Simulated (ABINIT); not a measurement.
Runs of ABINIT 10.8.3 (patched build) on TiTe2. The structure is trigonal, space group P-3m1 (No. 164). The conventional cell has a = 3.777 Å, b = 3.777 Å, c = 6.498 Å, α = 90.00°, β = 90.00°, γ = 120.00°. Te (site symmetry 3m) is surrounded by 3 Ti at 2.77 Å. Ti (site symmetry -3m) is surrounded by 6 Te at 2.77 Å. 

```tsv
task	level	potentials or basis	k mesh	cutoff (eV)	fine-grid cutoff	mesh quality	gap on the mesh (eV)	pressure (GPa)	V0 of scaled cells (Å³/atom)	B0 (GPa)	largest force (eV/Å)
single point	PBEsol	JTH PAW PBE v2.0	3 × 3 × 2	408	816.342 eV	coarse	none	-1.6	-	-	0.18
single point	r2SCAN	JTH PAW PBE v2.0	6 × 6 × 3	490	979.61 eV	not flagged	none	0.3	-	-	0.19
single point	PBE	JTH PAW PBE v2.0	3 × 3 × 2	408	816.342 eV	coarse	none	1.5	-	-	0.04
equation of state	PBE	JTH PAW PBE v2.0	8 × 8 × 4	272	544.228 eV	not flagged	-	-	27.23	60	-
single point	PBEsol	JTH PAW PBE v2.0	10 × 10 × 5	408	816.342 eV	not flagged	none	(a)	-	-	0.08
single point	PBE	JTH PAW PBE v2.0	10 × 10 × 5	408	816.342 eV	not flagged	none	1.1	-	-	0.05
single point	PBEsol	JTH PAW PBE v2.0	6 × 6 × 3	408	816.342 eV	not flagged	none	-2.2	-	-	0.16
band structure	revPBE	JTH PAW PBE v2.0	8 × 8 × 4	408	816.342 eV	not flagged	none	2.5	-	-	0.09
equation of state	PBEsol	JTH PAW PBE v2.0	8 × 8 × 4	272	544.228 eV	not flagged	-	-	25.94	(b)	-
band structure	HCTH407	JTH PAW PBE v2.0	8 × 8 × 4	408	816.342 eV	not flagged	none	2.8	-	-	0.29
band structure	PBE	JTH PAW PBE v2.0	8 × 8 × 4	408	816.342 eV	not flagged	none	1.1	-	-	0.03
```

Alike in all rows: no spin polarisation; cell as given; smearing fermi-dirac 0.05 eV.

Estimate the missing entries.

(a) -2.0; (b) 70.

Caveats: some runs use coarse meshes; this functional lacks dispersion, which binds the layers, so the pressure and a relaxed spacing across them are unreliable (some runs); the PAW data sets were made with another functional, which shifts forces and pressure a little (some runs); spin-orbit coupling is left out, which moves the levels of the heavy elements (some runs); pressures at fixed basis lie under the slope of the energies (some runs); the cell was scaled at fixed shape and fractional positions, which overstates the stiffness of a crystal with free parameters, most of all of layers and chains (some runs).

A k mesh can miss the band edges, and the runs leave out spin-orbit coupling on Te.

A gap of «none» marks a metal or a gap under the smearing width.
